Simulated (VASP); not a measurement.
Given:

```
CELL_PARAMETERS angstrom
      0.00000     2.93332     2.93332
      2.93332     0.00000     2.93332
      2.93332     2.93332     0.00000
ATOMIC_POSITIONS crystal
  Sr 0.00000 0.00000 0.00000
  F  0.25000 0.25000 0.25000
  F  0.75000 0.75000 0.75000
```

The numbers are results of PBE GGA, VASP's PBE PAW potentials (set 64) (plane waves; VASP), not measurements. Run with 520 eV cut-off, Gaussian smearing of 0.050 eV, potentials Sr_sv F.

Q: Give the energies of bands 7 to 15 at the high-symmetry points, in eV from the valence-band maximum.

A: 
| band | Γ | X | U | L | W |
|---|---|---|---|---|---|
| 7 | -1.62 | -1.95 | -1.71 | -1.15 | -1.60 |
| 8 | -1.62 | -0.93 | -1.07 | -1.15 | -1.29 |
| 9 | -1.62 | -0.93 | -0.86 | -0.89 | -0.62 |
| 10 | -0.11 | -0.27 | -0.48 | -0.72 | -0.62 |
| 11 | -0.11 | -0.27 | -0.24 | -0.44 | -0.21 |
| 12 | -0.11 | 0.00 | -0.07 | -0.44 | -0.07 |
| 13 | 6.73 | 8.07 | 8.34 | 9.91 | 8.38 |
| 14 | 9.93 | 9.96 | 10.19 | 10.01 | 10.56 |
| 15 | 9.93 | 11.31 | 10.70 | 10.01 | 10.56 |

The gap is indirect, 6.73 eV, from the valence maximum at X to the conduction minimum at Γ.

Measured: gap 11.10 eV (computed value off by -4.37 eV), as given by Andrés Aguado et al., Journal of the Physical Society of Japan (1999), arXiv:cond-mat/9901145.

The compound is SrF2 in the fluorite structure. It was relaxed first.
